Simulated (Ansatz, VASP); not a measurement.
# One calculation of Se, two programs

The input INCAR:

```
SYSTEM = Se
PREC = Accurate ; ENCUT = 520
EDIFF = 1E-6 ; ISMEAR = -1
SIGMA = 0.1 ; LREAL = .False.
LASPH = .True. ; NELM = 100
ALGO = Normal ; ISIF = 2
LWAVE = .False. ; LCHARG = .False.
GGA = RP ; NBANDS = 13
```

Contents of KPOINTS:

```
Automatic mesh
0
Gamma
  10 10 10
  0 0 0
```

File POSCAR:

```
Se
1.0
    0.0000000000      3.1635149088      3.1635149088
    3.1635149088      0.0000000000      3.1635149088
    3.1635149088      3.1635149088      0.0000000000
Se
2
Direct
    0.1250000000      0.1250000000      0.1250000000
    0.8750000000      0.8750000000      0.8750000000
```

Input for Ansatz:

```yaml
crystal:
  lattice:
    - [0.0, 3.1635149088, 3.1635149088]
    - [3.1635149088, 0.0, 3.1635149088]
    - [3.1635149088, 3.1635149088, 0.0]
  atoms:
    - { symbol: Se, position: [0.125, 0.125, 0.125] }
    - { symbol: Se, position: [0.875, 0.875, 0.875] }
hamiltonian:
  xc: rpbe
  pseudopotentials:
    kind: paw
    azcp:
      Se: "pseudopotentials/Se.paw.azcp"
basis:
  ecutwfc: 420
  fft_grid_basis: typed
kpoints:
  mp_grid: { grid: [10, 10, 10], shift: [0, 0, 0] }
magnetization:
  spin_polarized: false
scf:
  occupations: { method: fermi_dirac, width: 0.1 }
  lower_state_search: "off"
output:
  stress: true
```

Alike in both runs: task single point; functional RPBE; k mesh 10 × 10 × 10; occupations fermi-dirac, width 0.1 eV; no spin polarisation.

```csv
,VASP,Ansatz
version,VASP 6.6.1,Ansatz 0.2.0
potentials or method,"VASP PAW PBE potentials, release 64 (Se)","plane waves (420 eV) with PAW, scalar-relativistic"
plane-wave cutoff (eV),520,420
valence electrons in the cell,12,32
```

|  | VASP | Ansatz | Ansatz less VASP |
| --- | --- | --- | --- |
| pressure (GPa) | 1.5 | 1.5 | 0.00 |

With one functional, cell and mesh, what is left measures potentials, basis and numerics. The two sets of potentials don't hold the same shells in valence.

Caveats: the PAW data sets were made with another functional, which shifts forces and pressure a little (VASP).
